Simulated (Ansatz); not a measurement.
## Stress against strain in Te

```xyz
3
Lattice="4.2341 -2.3712 0.0000 4.2341 2.3712 0.0000 -0.1305 0.0000 3.9573" Properties=species:S:1:pos:R:3 pbc="T T T"
Te    5.6364    0.0000    2.6712
Te    2.7013    0.0000    1.2861
Te    0.0000    0.0000    0.0000
```

Atom numbers follow the list: Te1, Te2, Te3.

The cell is COD entry 1533530, as deposited and not checked against the literature; nothing was relaxed.

No spin–orbit coupling, which matters for the heavy atoms here.

Level of theory: DFT, LDA, all-electron LAPW, scalar-relativistic in Ansatz 0.2.0.

The runs use a Γ-centred 8×8×8 k mesh, Fermi–Dirac smearing of 0.05 eV, basis error target 1 meV/atom, no spin polarisation.

The strain is applied along the Cartesian axes of the cell as listed (the other components stay zero). Fractional coordinates are held (clamped ions).

σ is the change of stress from the unstrained cell, which is at 4.75 GPa; tension is positive, so slopes are stress–strain coefficients at that pressure. In a metal the k mesh adds noise.

Only quantities that a quadratic follows smoothly over the whole series are listed; rougher ones are left out.

```csv
εxx = εyy,σzz (GPa),σxx (GPa)
-0.0300,-4.13,-8.55
-0.0200,-2.63,-5.34
-0.0100,-1.25,-2.51
0.0000,0.00,0.00
0.0100,1.09,2.28
0.0300,2.87,6.22
```

Question: Fit the series and read off the stiffness at zero strain.

Answer: Least-squares fits y = p0 + p1 x + p2 x² to the rows give σzz (GPa): p1 = 117, p2 = -690; σxx (GPa): p1 = 245, p2 = -1300. So C13 + C23 = 117 GPa and C11 + C12 = 245 GPa, for these axes.

Question: One run, at εxx = εyy = 0.0200, is withheld. Predict its row.

Answer: The fits give 2.05, 4.40; the run gave 2.04, 4.35.
